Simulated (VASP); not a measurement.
A run of VASP 6.6.1 is set up as follows.

File INCAR:

```
SYSTEM = GeSe
PREC = Accurate
ENCUT = 600
EDIFF = 1E-7
ISMEAR = 0
SIGMA = 0.02
LREAL = .FALSE.
LASPH = .TRUE.
NELM = 100
ALGO = Normal
ISIF = 3
LWAVE = .FALSE.
LCHARG = .FALSE.
GGA = PE
IVDW = 12
IBRION = 2
NSW = 80
EDIFFG = -0.004
```

The input KPOINTS:

```
regular mesh
0
G
  3 6 5
  0 0 0
```

Contents of POSCAR:

```
GeSe
1.0
   10.7900000000      0.0000000000      0.0000000000
    0.0000000000      3.8200000000      0.0000000000
    0.0000000000      0.0000000000      4.3800000000
Ge Se
4 4
Direct
    0.1210000000      0.7500000000      0.8940000000
    0.6210000000      0.7500000000      0.6060000000
    0.3790000000      0.2500000000      0.3940000000
    0.8790000000      0.2500000000      0.1060000000
    0.8520000000      0.7500000000      0.4970000000
    0.3520000000      0.7500000000      0.0030000000
    0.6480000000      0.2500000000      0.9970000000
    0.1480000000      0.2500000000      0.5030000000
```

Potentials or basis: VASP PAW PBE potentials, release 64 (Ge_d, Se).

Command:

```sh
$ cat potpaw_PBE.64/Ge_d/POTCAR potpaw_PBE.64/Se/POTCAR > POTCAR
$ mpirun -np 1 vasp_std > vasp.out
```

Task: What does it give for the dispersion energy per atom?

Result: -0.358 eV.

Task: Estimate the band gap on the k mesh.

Result: 0.79 eV, indirect (least direct gap 0.92 eV).

The path:
```
step  energy change (eV)  largest force (eV/Å)  pressure (GPa)  volume (Å³)
   1              0.0000                0.2418            3.36       180.53
   2             -0.0414                0.2927           -2.41       193.16
   3             -0.0849                0.1377           -0.08       187.94
   4             -0.0850                0.1335           -0.02       187.79
   5             -0.0891                0.0903            0.00       187.96
   6             -0.0914                0.0412            0.04       188.18
   7             -0.0915                0.0381            0.04       188.21
   8             -0.0924                0.0309           -0.04       188.45
   9             -0.0926                0.0330           -0.08       188.62
  10             -0.0932                0.0333            0.05       188.33
  11             -0.0934                0.0340            0.17       188.06
  12             -0.0938                0.0249            0.12       188.17
  13             -0.0940                0.0155            0.06       188.30
  14             -0.0939                0.0190           -0.08       188.57
  15             -0.0940                0.0122            0.00       188.40
  16             -0.0941                0.0118           -0.01       188.41
  17             -0.0942                0.0106           -0.02       188.43
  18             -0.0943                0.0084           -0.04       188.47
  19             -0.0945                0.0066           -0.08       188.56
  20             -0.0945                0.0064           -0.03       188.49
  21             -0.0945                0.0064           -0.03       188.48
  22             -0.0945                0.0066           -0.03       188.47
  23             -0.0946                0.0069           -0.03       188.43
  24             -0.0946                0.0081            0.00       188.37
  25             -0.0946                0.0112            0.06       188.24
  26             -0.0946                0.0086            0.03       188.33
  27             -0.0946                0.0083            0.01       188.35
  28             -0.0946                0.0068            0.00       188.35
  29             -0.0946                0.0066            0.00       188.36
  30             -0.0946                0.0071           -0.02       188.37
  31             -0.0946                0.0053            0.01       188.33
  32             -0.0946                0.0049            0.02       188.32
  33             -0.0946                0.0053            0.02       188.30
  34             -0.0946                0.0062            0.04       188.27
  35             -0.0947                0.0077            0.02       188.29
  36             -0.0947                0.0110            0.00       188.34
  37             -0.0947                0.0101            0.00       188.35
  38             -0.0947                0.0075           -0.01       188.37
  39             -0.0948                0.0038           -0.01       188.43
```

Caveat: an odd mesh through Γ misses points on the zone boundary, where band edges often lie.
